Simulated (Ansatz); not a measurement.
# SiO2 (I-42d): Zr in place of Si

What happens around Zr in place of Si in SiO2 (I-42d)? The defect sits in a supercell of 24 host atoms, whose cell is held.

Program: Ansatz 0.2.0. Level of theory: DFT PBEsol, scalar-relativistic, plane waves, PAW. These are calculated values, not measurements.

2 further runs of the same task are left out: 2 set aside as unsound or not needed.

### 1 The system as given

The cell holds 24 atoms (O16Si7Zr): a = 7.045 Å, b = 7.045 Å, c = 7.335 Å, α = 90.00°, β = 90.00°, γ = 90.00°.

Structure file:

```
Zr Si O
1.0
     4.98175    4.98175    0.00000
     4.98175   -4.98175    0.00000
     0.00000    0.00000   -7.33543
Zr Si O
1 7 16
Direct
  0.50000 0.00000 0.50000
  0.50000 0.50000 0.00000
  0.00000 0.50000 0.50000
  0.00000 0.00000 0.00000
  0.25000 0.25000 0.25000
  0.25000 0.75000 0.75000
  0.75000 0.75000 0.25000
  0.75000 0.25000 0.75000
  0.17321 0.42321 0.37500
  0.17321 0.92321 0.87500
  0.67321 0.92321 0.37500
  0.67321 0.42321 0.87500
  0.42321 0.32679 0.12500
  0.42321 0.82679 0.62500
  0.92321 0.82679 0.12500
  0.92321 0.32679 0.62500
  0.07679 0.17321 0.12500
  0.07679 0.67321 0.62500
  0.57679 0.67321 0.12500
  0.57679 0.17321 0.62500
  0.32679 0.07679 0.37500
  0.32679 0.57679 0.87500
  0.82679 0.57679 0.37500
  0.82679 0.07679 0.87500
```

The host was relaxed before at PBEsol: a = 4.982 Å, b = 4.982 Å, c = 7.335 Å, α = 90.00°, β = 90.00°, γ = 90.00° (conventional cell), 15.171 Å³/atom.

Places, in fractions of the supercell: Zr in place of Si at (0.500, 0.000, 0.500). The start keeps the symmetry of the ideal site.

Earlier runs gave the host's free energy in this supercell, -13972.985 eV, its gap, 5.82 eV.

### 2 Charge 0, atoms relaxed

The input, input.yaml:

```yaml
crystal:
  lattice:
    - [4.981749744, 4.981749744, 0.0]
    - [4.981749744, -4.981749744, 0.0]
    - [0.0, 0.0, -7.3354252818]
  atoms:
    - { symbol: Zr, position: [0.5, 0.0, 0.5] }
    - { symbol: Si, position: [0.5, 0.5, 0.0] }
    - { symbol: Si, position: [0.0, 0.5, 0.5] }
    - { symbol: Si, position: [0.0, 0.0, 0.0] }
    - { symbol: Si, position: [0.25, 0.25, 0.25] }
    - { symbol: Si, position: [0.25, 0.75, 0.75] }
    - { symbol: Si, position: [0.75, 0.75, 0.25] }
    - { symbol: Si, position: [0.75, 0.25, 0.75] }
    - { symbol: O, position: [0.1732143199, 0.4232143199, 0.375] }
    - { symbol: O, position: [0.1732143199, 0.9232143199, 0.875] }
    - { symbol: O, position: [0.6732143199, 0.9232143199, 0.375] }
    - { symbol: O, position: [0.6732143199, 0.4232143199, 0.875] }
    - { symbol: O, position: [0.4232143199, 0.3267856801, 0.125] }
    - { symbol: O, position: [0.4232143199, 0.8267856801, 0.625] }
    - { symbol: O, position: [0.9232143199, 0.8267856801, 0.125] }
    - { symbol: O, position: [0.9232143199, 0.3267856801, 0.625] }
    - { symbol: O, position: [0.0767856801, 0.1732143199, 0.125] }
    - { symbol: O, position: [0.0767856801, 0.6732143199, 0.625] }
    - { symbol: O, position: [0.5767856801, 0.6732143199, 0.125] }
    - { symbol: O, position: [0.5767856801, 0.1732143199, 0.625] }
    - { symbol: O, position: [0.3267856801, 0.0767856801, 0.375] }
    - { symbol: O, position: [0.3267856801, 0.5767856801, 0.875] }
    - { symbol: O, position: [0.8267856801, 0.5767856801, 0.375] }
    - { symbol: O, position: [0.8267856801, 0.0767856801, 0.875] }
  host:
    lattice:
      - [-2.490874872, 2.490874872, 3.6677126409]
      - [2.490874872, -2.490874872, 3.6677126409]
      - [2.490874872, 2.490874872, -3.6677126409]
    atoms:
      - { symbol: Si, position: [0.0, 0.0, 0.0] }
      - { symbol: Si, position: [0.75, 0.25, 0.5] }
      - { symbol: O, position: [0.375, 0.2214286398, 0.3464286398] }
      - { symbol: O, position: [0.9714286398, 0.625, 0.8464286398] }
      - { symbol: O, position: [0.7785713602, 0.125, 0.1535713602] }
      - { symbol: O, position: [0.875, 0.0285713602, 0.6535713602] }
basis:
  ecutwfc: 420
  xc_grid: 2
kpoints:
  mp_grid: { grid: [2, 2, 2], shift: [0.5, 0.5, 0.5] }
hamiltonian:
  xc: pbesol
scf:
  occupations: { method: gaussian, width: 0.02 }
output:
  forces: true
  stress: false
  eigenvalues: true
  charged_corrections: { defect_position: [0.5, 0.0, 0.5] }
  write_density: true
  write_potential: true
  elf: true
  volumetric_format: npy
relax:
  adjacent_minimum: "off"
  f_tol: 0.03
  max_steps: 40
```

Launch:

```sh
> ansatz run input.yaml --threads 8 --pin off --max-ram 16384MiB --backend cpu --events-out ev --progress --plain --runs-dir out
```

What it wrote:

```text
Warning: RAYON_NUM_THREADS=8 ignored (pool sized by the plan → 8); use --threads N
Engine: ansatz 0.2.0, aarch64-unknown-linux-gnu
Pseudopotentials: kind: paw
Pseudopotential: Zr, paw, valence charge 12, recommended cutoff 420 eV (normal), Zr.paw.azcp
Pseudopotential: Si, paw, valence charge 4, recommended cutoff 420 eV (normal), Si.paw.azcp
Pseudopotential: O, paw, valence charge 6, recommended cutoff 420 eV (normal), O.paw.azcp
Functional definition: PBEsol
  exchange = pbesol_x
  correlation = pbesol_c
Crystal: 24 atoms, lattice volume = 364.099 Å³
Basis set: ecut = 420 eV, 7109 PW (Γ), exchange–correlation on 96×96×100 points (8 copies of the dense FFT grid, shifted against one another)
Bands: 92, of which v1, the nominal top of the filled ones, is band 68 counted from 1 (67 counted from 0)
Symmetry: 4 space group operations
Space group: P-4 (ITA 81), of the structure as read, at distance tolerance 7.1e-5 Å
k-points: 1 of 8 (time reversal used)
Non-local potential: Zr, projectors of the file, l = 0: 3, l = 1: 2, l = 2: 2, l = 3: 2
Non-local potential: Si, projectors of the file, l = 0: 2, l = 1: 2, l = 2: 2
Non-local potential: O, projectors of the file, l = 0: 2, l = 1: 2, l = 2: 1
PAW form: soft (Blöchl's): semilocal exchange-correlation on the pseudo side does not see the compensation charge
PAW frozen core: Zr, regenerated for the run's functional, and the local potential with it (the file was generated under x = pbe(κ = 0.804, μ = 0.2195149727645171), c = pbe(β = 0.06672455060314922))
PAW frozen core: Si, regenerated for the run's functional, and the local potential with it (the file was generated under x = pbe(κ = 0.804, μ = 0.2195149727645171), c = pbe(β = 0.06672455060314922))
PAW frozen core: O, regenerated for the run's functional, and the local potential with it (the file was generated under x = pbe(κ = 0.804, μ = 0.2195149727645171), c = pbe(β = 0.06672455060314922))
PAW one-centre angular grid: Zr, 590 points (default); XC on 64 Gauss nodes
PAW one-centre angular grid: Si, 110 points (default); XC on 64 Gauss nodes
PAW one-centre angular grid: O, 110 points (default); XC on 64 Gauss nodes
Initial density: superposition of atomic densities (neutral atoms: chi_scale 0, normalization atom), corrected by the library's trained network
Initial wavefunctions: pseudopotential atomic-orbital guess
Functional: x = pbesol(κ = 0.804, μ = 0.12345679012345678), c = pbesol(β = 0.046)
SCF iter   1: F=—  HF=-17470.843123 eV  |F-HF|=—  |Δ(HF+E_count)|=         —  Δρ=1.07e-2  dr2=3.16e-1  ethr=1.77e-3  ⟨swp⟩=7.0  Hψ=470  notcnv=0  defer=14
preconditioner: auto → Resta (q_TF=auto, 2.315 Å⁻¹)  ε∞=2.8  [insulator: Δε(μ)=6.175 eV  Ē_g=16.780 eV  σ=0.020 eV  W_gap=1.00  n_scr=80 (ndim 8)  ℏωp=22.5 eV  f_vac=0.267  D(μ)=0.00/eV (n_scr^D=0)  ε∞_Penn≈2.8]
SCF iter   2: F=—  HF=-17470.763166 eV  |F-HF|=—  |Δ(HF+E_count)|=   8.00e-2  Δρ=2.53e-3  dr2=1.40e-2  ethr=2.32e-4  ⟨swp⟩=2.0  Hψ=158  notcnv=0  defer=20
SCF iter   3: F=—  HF=-17470.767942 eV  |F-HF|=—  |Δ(HF+E_count)|=   4.78e-3  Δρ=1.23e-3  dr2=4.46e-3  ethr=1.03e-5  ⟨swp⟩=2.0  Hψ=112  notcnv=0  defer=20
SCF iter   4: F=—  HF=-17470.771358 eV  |F-HF|=—  |Δ(HF+E_count)|=   3.42e-3  Δρ=2.14e-4  dr2=2.95e-4  ethr=3.28e-6  ⟨swp⟩=2.0  Hψ=112  notcnv=0  defer=20
SCF iter   5: F=—  HF=-17470.771782 eV  |F-HF|=—  |Δ(HF+E_count)|=   4.23e-4  Δρ=8.96e-5  dr2=3.18e-5  ethr=2.17e-7  ⟨swp⟩=2.0  Hψ=143  notcnv=0  defer=20
SCF iter   6: F=-17470.771833 eV  HF=-17470.771842 eV  |F-HF|=9.05e-6  |Δ(HF+E_count)|=   6.08e-5  Δρ=7.60e-5  dr2=1.56e-5  ethr=1.65e-8  ⟨swp⟩=20.0  Hψ=1093  notcnv=0
SCF 1 converged in 6 iterations: F = -17470.771833 eV  dr2 = 1.56e-5
relax step   1: F+E_penalty+E_count = -17470.77183336 eV  Δ(F+E_penalty+E_count) = +0.000e0 eV  max|allowed force component| = 1.467e1 eV/Å  Δτ_max = 0.0000 Å  (6 SCF iters, dr2 threshold 2.25e-5 eV, accepted)
Initial density: handed on by an earlier stage of this run
Initial wavefunctions: those handed on with the density
iter 1 solved again at ethr=2.05e-3 eV; its pass at ethr=3.10e-3 eV (dr2=2.79e0 eV) is discarded
SCF iter   1: F=—  HF=-17480.123561 eV  |F-HF|=—  |Δ(HF+E_count)|=         —  Δρ=2.45e-2  dr2=2.83e0  ethr=2.05e-3  ⟨swp⟩=1.0  Hψ=374  notcnv=0  defer=14
preconditioner: auto → Resta (q_TF=auto, 2.315 Å⁻¹)  ε∞=2.8  [insulator: Δε(μ)=6.540 eV  Ē_g=16.760 eV  σ=0.020 eV  W_gap=1.00  n_scr=80 (ndim 8)  ℏωp=22.5 eV  f_vac=0.255  D(μ)=0.00/eV (n_scr^D=0)  ε∞_Penn≈2.8]
SCF iter   2: F=—  HF=-17479.280578 eV  |F-HF|=—  |Δ(HF+E_count)|=   8.43e-1  Δρ=1.07e-2  dr2=3.28e-1  ethr=2.05e-3  ⟨swp⟩=4.0  Hψ=259  notcnv=0  defer=18
SCF iter   3: F=—  HF=-17479.201480 eV  |F-HF|=—  |Δ(HF+E_count)|=   7.91e-2  Δρ=3.57e-3  dr2=2.72e-2  ethr=2.41e-4  ⟨swp⟩=5.0  Hψ=142  notcnv=0  defer=18
SCF iter   4: F=—  HF=-17479.197938 eV  |F-HF|=—  |Δ(HF+E_count)|=   3.54e-3  Δρ=1.32e-3  dr2=5.27e-3  ethr=2.00e-5  ⟨swp⟩=6.0  Hψ=179  notcnv=0  defer=15
SCF iter   5: F=—  HF=-17479.198278 eV  |F-HF|=—  |Δ(HF+E_count)|=   3.39e-4  Δρ=4.17e-4  dr2=6.64e-4  ethr=3.87e-6  ⟨swp⟩=2.0  Hψ=137  notcnv=0  defer=15
SCF iter   6: F=—  HF=-17479.198396 eV  |F-HF|=—  |Δ(HF+E_count)|=   1.18e-4  Δρ=1.60e-4  dr2=1.06e-4  ethr=4.88e-7  ⟨swp⟩=2.0  Hψ=125  notcnv=0  defer=15
SCF iter   7: F=-17479.198465 eV  HF=-17479.198460 eV  |F-HF|=4.95e-6  |Δ(HF+E_count)|=   6.43e-5  Δρ=4.78e-5  dr2=1.31e-5  ethr=7.35e-8  ⟨swp⟩=20.0  Hψ=944  notcnv=0
SCF 2 converged in 7 iterations: F = -17479.198465 eV  dr2 = 1.31e-5
relax step   2: F+E_penalty+E_count = -17479.19846517 eV  Δ(F+E_penalty+E_count) = -8.427e0 eV  max|allowed force component| = 2.600e0 eV/Å  Δτ_max = 0.1969 Å  (7 SCF iters, dr2 threshold 1.00e-4 eV, accepted)
iter 1 solved again at ethr=6.10e-4 eV; its pass at ethr=3.10e-3 eV (dr2=8.29e-1 eV) is discarded
SCF iter   1: F=—  HF=-17480.612421 eV  |F-HF|=—  |Δ(HF+E_count)|=         —  Δρ=1.59e-2  dr2=8.37e-1  ethr=6.10e-4  ⟨swp⟩=1.0  Hψ=404  notcnv=0  defer=15
preconditioner: auto → Resta (q_TF=auto, 2.315 Å⁻¹)  ε∞=2.9  [insulator: Δε(μ)=6.519 eV  Ē_g=16.299 eV  σ=0.020 eV  W_gap=1.00  n_scr=80 (ndim 8)  ℏωp=22.5 eV  f_vac=0.237  D(μ)=0.00/eV (n_scr^D=0)  ε∞_Penn≈2.9]
SCF iter   2: F=—  HF=-17480.365550 eV  |F-HF|=—  |Δ(HF+E_count)|=   2.47e-1  Δρ=7.82e-3  dr2=1.78e-1  ethr=6.10e-4  ⟨swp⟩=3.0  Hψ=130  notcnv=0  defer=15
SCF iter   3: F=—  HF=-17480.315115 eV  |F-HF|=—  |Δ(HF+E_count)|=   5.04e-2  Δρ=3.00e-3  dr2=2.45e-2  ethr=1.31e-4  ⟨swp⟩=3.0  Hψ=144  notcnv=0  defer=15
SCF iter   4: F=—  HF=-17480.310419 eV  |F-HF|=—  |Δ(HF+E_count)|=   4.70e-3  Δρ=8.12e-4  dr2=2.13e-3  ethr=1.80e-5  ⟨swp⟩=2.0  Hψ=167  notcnv=0  defer=15
SCF iter   5: F=—  HF=-17480.310612 eV  |F-HF|=—  |Δ(HF+E_count)|=   1.93e-4  Δρ=2.63e-4  dr2=2.34e-4  ethr=1.57e-6  ⟨swp⟩=2.0  Hψ=128  notcnv=0  defer=15
SCF iter   6: F=—  HF=-17480.310730 eV  |F-HF|=—  |Δ(HF+E_count)|=   1.18e-4  Δρ=1.04e-4  dr2=4.78e-5  ethr=1.72e-7  ⟨swp⟩=2.0  Hψ=125  notcnv=0  defer=15
SCF iter   7: F=-17480.310787 eV  HF=-17480.310778 eV  |F-HF|=8.97e-6  |Δ(HF+E_count)|=   4.84e-5  Δρ=2.49e-5  dr2=2.91e-6  ethr=3.51e-8  ⟨swp⟩=20.0  Hψ=1004  notcnv=0
SCF 3 converged in 7 iterations: F = -17480.310787 eV  dr2 = 2.91e-6
relax step   3: F+E_penalty+E_count = -17480.31078731 eV  Δ(F+E_penalty+E_count) = -1.112e0 eV  max|allowed force component| = 7.822e-1 eV/Å  Δτ_max = 0.1719 Å  (7 SCF iters, dr2 threshold 1.00e-4 eV, accepted)
iter 1 solved again at ethr=3.85e-4 eV; its pass at ethr=3.10e-3 eV (dr2=5.24e-1 eV) is discarded
SCF iter   1: F=—  HF=-17480.572918 eV  |F-HF|=—  |Δ(HF+E_count)|=         —  Δρ=1.48e-2  dr2=5.33e-1  ethr=3.85e-4  ⟨swp⟩=1.0  Hψ=395  notcnv=0  defer=15
preconditioner: auto → Resta (q_TF=auto, 2.315 Å⁻¹)  ε∞=2.9  [insulator: Δε(μ)=6.414 eV  Ē_g=16.303 eV  σ=0.020 eV  W_gap=1.00  n_scr=80 (ndim 8)  ℏωp=22.5 eV  f_vac=0.231  D(μ)=0.00/eV (n_scr^D=0)  ε∞_Penn≈2.9]
SCF iter   2: F=—  HF=-17480.455133 eV  |F-HF|=—  |Δ(HF+E_count)|=   1.18e-1  Δρ=7.84e-3  dr2=1.25e-1  ethr=3.85e-4  ⟨swp⟩=4.0  Hψ=135  notcnv=0  defer=15
SCF iter   3: F=—  HF=-17480.435658 eV  |F-HF|=—  |Δ(HF+E_count)|=   1.95e-2  Δρ=3.12e-3  dr2=2.74e-2  ethr=9.19e-5  ⟨swp⟩=3.0  Hψ=138  notcnv=0  defer=15
```

(Part 1 of 2 ends here.)
